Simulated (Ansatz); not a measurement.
## A family in space group Im-3m

Computed with DFT, PBE, all-electron LAPW, scalar-relativistic (Ansatz 0.2.0).

All cells have space group Im-3m and are held fixed (conventional cell and sites). Prototypes and MP cells are computed structures that needn't be known or stable phases of these compounds. Gaps are the smallest over the k mesh and a high-symmetry path; Bader charges come from PAW runs of the same cells. Open d or f shells run without spin or U come out metallic where the real compound may not be. Semilocal functionals give too small gaps and can close them; gaps under 0.4 eV may also close off the mesh. Rows with a moment start ferromagnetic; other orders may lie lower, and can open a gap.

No spin–orbit coupling, which matters for the heavy atoms here.

Semilocal functionals without a Hubbard term describe localised f shells poorly; where the shell is localised, the real material differs.

B: a = 2.31 Å, b = 2.31 Å, c = 2.31 Å; B 2a (0.000 0.000 0.000); 18×18×18 mesh, smearing 0.08 eV, bcc type, relaxed by us
Ba: a = 5.00 Å, b = 5.00 Å, c = 5.00 Å; Ba 2a (0.000 0.000 0.000); 10×10×10 mesh, smearing 0.05 eV, COD 9008528, measured
Eu: a = 4.55 Å, b = 4.55 Å, c = 4.55 Å; Eu 2a (0.000 0.000 0.000); 13×13×13 mesh, smearing 0.05 eV, COD 9008534, measured
Zr: a = 3.62 Å, b = 3.62 Å, c = 3.62 Å; Zr 2a (0.000 0.000 0.000); 14×14×14 mesh, smearing 0.08 eV, COD 9008559, reported
Ni: a = 2.80 Å, b = 2.80 Å, c = 2.80 Å; Ni 2a (0.000 0.000 0.000); 18×18×18 mesh, smearing 0.08 eV, bcc type, relaxed by us
V: a = 3.03 Å, b = 3.03 Å, c = 3.03 Å; V 2a (0.000 0.000 0.000); 19×19×19 mesh, smearing 0.03 eV, COD 7101267, measured

```
compound  P (GPa)  gap (eV)  cell moment (μB)
       B     -0.1      none   unpolarised run
      Ba      0.1      none   unpolarised run
      Eu     -1.2      none               7.3
      Ni      0.0      none               0.6
       V     -5.2      none               0.0
```

Task: Predict the row of Zr (no spin polarisation).

Result: P (GPa): -3.0, gap (eV): none.
